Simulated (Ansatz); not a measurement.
Gas-phase electronic energies from Ansatz, PBE0-D4/def2-TZVP geometries. CCSD(T)/CBS adds triple-zeta CCSD(T) − MP2 to the extrapolated MP2 energy (def2 sets, frozen cores). This one scheme is used for every species. Functionals use def2-TZVPP. B3LYP here is the variant with VWN-RPA as its local correlation; programs differ in this. One conformer a species, not always the lowest.

Reaction (hydrogenolysis of a C–C bond): `Cc1ccc(O)cc1` + H₂ → `Oc1ccccc1` + CH₄

`Cc1ccc(O)cc1`:

Z-matrix (Å, degrees):
```
C
C 1 1.499
H 1 1.094 2 111.4
H 1 1.093 2 111.4 3 119.6
H 1 1.091 2 111.2 3 -120.1
C 2 1.388 1 121.5 3 114.3
C 2 1.394 1 121.0 3 -65.3
C 6 1.388 2 121.5 1 -179.6
H 6 1.085 2 119.4 1 0.4
C 7 1.382 2 121.8 1 179.6
H 7 1.086 2 119.3 1 -0.5
C 8 1.387 6 119.9 2 -0.0
H 8 1.086 6 120.0 2 -179.9
H 10 1.083 7 121.2 2 180.0
O 12 1.358 8 122.8 6 -180.0
H 15 0.961 12 109.1 8 -0.0
```

H₂:

```xyz
2

H     0.293   -0.128   -0.192
H    -0.293    0.128    0.192
```

`Oc1ccccc1`:

Cartesian coordinates in Å:
```
O 2.215 -0.515 -1.002
C 1.004 -0.230 -0.461
C 0.109 0.498 -1.236
C -1.139 0.812 -0.727
C -1.508 0.409 0.550
C -0.610 -0.317 1.316
C 0.643 -0.638 0.817
H 2.734 -1.018 -0.368
H 0.407 0.807 -2.231
H -1.832 1.380 -1.337
H -2.486 0.658 0.942
H -0.882 -0.639 2.315
H 1.344 -1.207 1.422
```

CH₄:

```xyz
5

C     0.000    0.000    0.000
H    -0.176   -1.016    0.352
H    -0.695    0.231   -0.806
H     1.023    0.085   -0.367
H    -0.151    0.700    0.821
```

```
        level  ΔE (kJ/mol)
       B97M-V        -66.8
     PBE-QIDH        -62.2
        B3LYP        -73.0
MP2/CBS(def2)        -54.7
```

Question: What does CCSD(T)/CBS give? (An estimate is asked.)

Answer: Ansatz gave: -60.7 kJ/mol. The listed levels differ from it by -6.1, -1.5, -12.3, 6.0 kJ/mol.

Largest T1 diagnostic among the species: 0.011.

The D4 term adds +9.7 kJ/mol with B3LYP and +5.6 kJ/mol with PBE0; it sums over pairs of atoms, weighted by their polarisabilities, and B3LYP, whose exchange is more repulsive, gets the larger term. Leaving LDA and LC-ωPBE aside and taking each functional with its dispersion term where it has one, the values, not all of them listed here, spread over 15.9 kJ/mol, from BHLYP-D4 to revPBE-D4. LDA lies +10.8 kJ/mol from PBE without D4.

CCSD(T)/CBS has its own doubt, a few kJ/mol and more with outer-core shells, so smaller differences from it don't rank the levels.
